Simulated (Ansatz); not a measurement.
## In2Sb: how the k-point mesh moves the results

Computed with Ansatz 0.2.0, DFT r2SCAN, scalar-relativistic, plane waves, PAW.

```
In Sb
1.0
     5.37990    0.00000    0.00000
    -2.68995    4.65913    0.00000
     0.00000    0.00000    6.72255
In Sb
4 2
Direct
  0.66667 0.33333 0.25000
  0.33333 0.66667 0.75000
  0.00000 0.00000 0.50000
  0.00000 0.00000 0.00000
  0.66667 0.33333 0.75000
  0.33333 0.66667 0.25000
```

- plane-wave cutoff: 500 eV
- occupation rule: Gaussian smearing, 0.1 eV
- spin treatment: unpolarised

The atoms stay fixed while the k-point mesh is varied. ΔE is the energy extrapolated to zero smearing, less that of the reference run (18×18×12). The cell isn't necessarily relaxed at this level. The meshes are Γ-centred. Spin–orbit coupling is left out. Pressure is positive in compression.

Times are rough; the reference took 3.4 min on 1 thread of Intel(R) Xeon(R) Platinum 8259CL CPU @ 2.50GHz (Skylake/Cascade Lake), on a shared host, peak memory 2 GiB.

**Question.** One run gave ΔE = 56.0 meV/atom and P = -1.14 GPa. Which k-point mesh did it use, of 1×1×1, 3×3×1, 3×3×2, 3×3×4, 6×6×4, 6×6×6, 12×12×6, 12×12×8, 12×12×10, 18×18×10?

**Answer.** 3×3×2. All runs:

```tsv
mesh	ΔE (meV/atom)	P (GPa)	irreducible points	wall time (s)
1×1×1	1436	11.22	1	5.5
3×3×1	-267	-2.72	3	6.6
3×3×2	56.0	-1.14	6	8.9
3×3×4	39.7	-1.01	9	11
6×6×4	20.8	-0.72	21	20
6×6×6	24.5	-0.68	28	28
12×12×6	3.41	-0.89	76	81
12×12×8	3.55	-0.89	95	79
12×12×10	3.49	-0.89	114	93
18×18×10	0.35	-0.95	222	170
18×18×12	0.00	-0.95	259	210
```